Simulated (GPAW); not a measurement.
**Fe: relaxation of cell and atoms with PBE+D3**

Fe:

```
Fe
1.0
     2.43416    0.00000    0.00000
    -1.21708    2.10804    0.00000
     0.00000    0.00000    3.84193
Fe
2
Cartesian
  1.2171 0.7027 2.8815
  0.0000 1.4054 0.9605
```

This isn't the form of Fe at room conditions, which is bcc.

```yaml
Program: GPAW 26.7.0
Task: relaxation of cell and atoms
Functional: PBE
Dispersion: D3
Potentials_or_basis: GPAW PAW data sets (gpaw-data 1.2.1)
Cutoff: 600 eV
Basis: pw
k_mesh: 9 × 9 × 5
Occupations: fermi-dirac, width 0.05 eV
Spin: collinear spin, ferromagnetic start
Starting_moments: "[3.0, 3.0] μB"
Maxiter: 150
Optimizer: BFGS
Fmax: 0.01 eV/Å
Max_steps: 60
```

```
Relaxed volume                         : 10.08 Å³/atom
Relaxed cell                           : a = 2.448 Å, b = 2.448 Å, c = 3.881 Å, α = 90.00°, β = 90.00°, γ = 120.00°
Space group after relaxing (to 0.05 Å) : P6_3/mmc (No. 194)
Energy gained by relaxing              : 5.0 meV/atom
Ionic steps                            : 5
Pressure after relaxing                : -0.1 GPa
Band gap on the k mesh                 : none (metal or under the smearing width)
Net moment                             : 0.00 μB per cell
Dispersion energy per atom             : -0.353 eV
```

Stress tensor (GPa, compression positive):
```
-0.13  0.00  0.00
 0.00 -0.13  0.00
 0.00  0.00 -0.01
```

The path:
| step | energy change (eV) | largest force (eV/Å) | pressure (GPa) | volume (Å³) |
| --- | --- | --- | --- | --- |
| 1 | 0.0000 | 0.0000 | 6.98 | 19.71 |
| 2 | -0.0066 | 0.0000 | 3.93 | 19.90 |
| 3 | -0.0100 | 0.0000 | 0.05 | 20.14 |
| 4 | -0.0100 | 0.0000 | -0.05 | 20.15 |
| 5 | -0.0100 | 0.0000 | -0.09 | 20.15 |

Final structure:
```
Fe
1.0
     2.44841    0.00000    0.00000
    -1.22420    2.12038    0.00000
     0.00000    0.00000    3.88144
Fe
2
Direct
  0.66667 0.33333 0.75000
  0.33333 0.66667 0.25000
```

Levels at points of the mesh, in eV from the Fermi level:
Spin up:
| k point | band 5 | band 6 | band 7 | band 8 | band 9 | band 10 | band 11 | band 12 |
| --- | --- | --- | --- | --- | --- | --- | --- | --- |
| (0.00, 0.00, 0.00) | -1.62 | -1.27 | -1.27 | -0.90 | -0.90 | 0.33 | 0.69 | 0.69 |
Spin down:
| k point | band 5 | band 6 | band 7 | band 8 | band 9 | band 10 | band 11 | band 12 |
| --- | --- | --- | --- | --- | --- | --- | --- | --- |
| (0.00, 0.00, 0.00) | -1.62 | -1.27 | -1.27 | -0.90 | -0.90 | 0.33 | 0.69 | 0.69 |

Run time: 120 s on 1 thread of Arm Neoverse V1, with other jobs on the host, peak memory 0.22 GiB.

Caveat: each step starts from the last one's moments, so a moment once lost doesn't come back; the starting moments collapsed, and a magnetic state may lie lower; later steps reuse the first step's grids; pairwise dispersion overbinds metals, which lowers pressure and volume.
